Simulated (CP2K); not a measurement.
**CdSe: equation of state with PBEsol**

CdSe:

```
Cd Se
1.0
     4.06439    0.00000    0.00000
     2.03220    3.51987    0.00000
     2.03220    1.17329    3.31856
Cd Se
1 1
Direct
  0.00000 0.00000 0.00000
  0.50000 0.50000 0.50000
```

Measurements of this composition are mostly on another form, of space group No. 186.

| Quantity | Value |
| --- | --- |
| Program | CP2K 2026.2 |
| Task | equation of state |
| Functional | PBEsol |
| Potentials or basis | POTENTIAL_UZH Cd GTH-PBE-q12, Se GTH-PBE-q6; TZVP-MOLOPT-PBE-GTH basis |
| Density cutoff | 6123 eV |
| k mesh | 8 × 8 × 8 |
| Occupations | fermi-dirac, width 0.0259 eV |
| Spin | no spin polarisation |

```
Equilibrium volume                      : 22.68 Å³/atom
Bulk modulus                            : 69 GPa
Pressure derivative of the bulk modulus : 4.5
```

Energy against volume, from the lowest point:
| volume (Å³/atom) | energy (meV/atom) |
| --- | --- |
| 22.314 | 1.20 |
| 22.788 | 0.00 |
| 23.263 | 3.00 |
| 23.738 | 9.73 |
| 24.213 | 19.80 |
| 24.687 | 32.84 |
| 25.162 | 48.50 |

All runs of the series together: 2.4 min on 1 thread of Intel(R) Xeon(R) 6975P-C (Granite Rapids), with other jobs on the host.

Caveat: the potentials were made for another functional, which shifts forces and pressure; the basis of atomic orbitals isn't converged, which shifts pressures, moduli and gaps.
